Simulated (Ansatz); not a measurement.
Sb under changes of volume

One of the cells (26.666 Å³/atom); the others are scaled copies at fixed shape and fractional positions:

```xyz
1
Lattice="0.0000 2.3712 2.3712 2.3712 0.0000 2.3712 2.3712 2.3712 0.0000" Properties=species:S:1:pos:R:3 pbc="T T T"
Sb    0.0000    0.0000    0.0000
```

This isn't the form of Sb at room conditions, which is rhombohedral.

- Program: Ansatz 0.2.0
- Functional: LDA
- Potentials or basis: all-electron LAPW, scalar-relativistic
- Cutoff: 156 eV (chosen from the basis error)
- Basis error allowed: 0.001 eV/atom
- k mesh: 10 × 10 × 10
- Occupations: fermi-dirac, width 0.05 eV
- Spin: no spin polarisation

```csv
volume (Å³/atom),energy over the lowest point (meV/atom),pressure (GPa)
25.066,3.13,1.7
25.599,0.00,0.3
26.133,1.30,-1.1
26.666,6.71,-2.3
27.199,?,?
27.733,29.07,-4.4
28.266,45.45,-5.4
```

What does the run at 27.199 Å³/atom give?

Energy over the lowest point 16.02 meV/atom; pressure -3.4 GPa.

Worked out: A Birch-Murnaghan fit of order 3 (a polynomial in V^(-2/3)) to the other rows has its minimum at 25.71 Å³/atom with B0 = V·E''(V) = 63 GPa (rough, since the energies scatter). It gives 16.06 meV/atom at 27.199 Å³/atom, against the run's 16.02, and -dE/dV = -3.4 GPa, against -3.4.

Energies are extrapolated to zero smearing.
